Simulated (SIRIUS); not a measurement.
## Cs in SIRIUS: convergence with k mesh

Crystal: Cs.

```
CELL_PARAMETERS angstrom
0.00000 3.94834 3.94834
3.94834 0.00000 3.94834
3.94834 3.94834 0.00000
ATOMIC_POSITIONS crystal
Cs 0.00000 0.00000 0.00000
```

This isn't the form of Cs at room conditions, which is bcc.

- Program: SIRIUS 7.10.0
- Task: single point
- Functional: LDA
- Potentials or basis: PseudoDojo 0.4.1 LDA standard (scalar relativistic)
- Cutoff: 667 eV
- Density cutoff: 2667 eV
- k mesh: 2 × 2 × 2
- Occupations: gaussian, width 0.05 eV
- Spin: no spin polarisation

These are the settings of the first run; the series varies k mesh, with any setting tied to it.

Hardware: 1 thread of Arm Neoverse V2 (shared host).

Q: The values tried are 2 × 2 × 2, 3 × 3 × 3, 4 × 4 × 4, 6 × 6 × 6, 7 × 7 × 7, 8 × 8 × 8, 10 × 10 × 10, 12 × 12 × 12, loosest first. From which on does the pressure stay within 0.1 GPa of the tightest run that finished?

A: From 3 × 3 × 3 on.

| k mesh | energy less the tightest run, at zero smearing (meV/atom) | pressure (GPa) | SCF cycles | CPU time (s) | peak memory (GiB) |
| --- | --- | --- | --- | --- | --- |
| 2 × 2 × 2 | 122.01 | -0.69 | 16 | 7.5 | 0.25 |
| 3 × 3 × 3 | -53.21 | -0.46 | 15 | 8.5 | 0.26 |
| 4 × 4 × 4 | 28.80 | -0.40 | 15 | 14 | 0.29 |
| 6 × 6 × 6 | 12.03 | -0.38 | 15 | 25 | 0.35 |
| 7 × 7 × 7 | -7.56 | -0.41 | 14 | 30 | 0.38 |
| 8 × 8 × 8 | 3.39 | -0.39 | 15 | 43 | 0.45 |
| 10 × 10 × 10 | 0.91 | -0.40 | 14 | 66 | 0.58 |
| 12 × 12 × 12 | 0.00 | -0.40 | 14 | 99 | 0.74 |

Against the tightest run, the energy stays within 1 meV/atom from 10 × 10 × 10 on. Meshes of other sizes hit other points, so gaps and Fermi surfaces needn't settle smoothly. The tightest run that finished is the yardstick and may itself not be fully converged.

The run has no spin-orbit coupling, so splittings on Cs are missing.
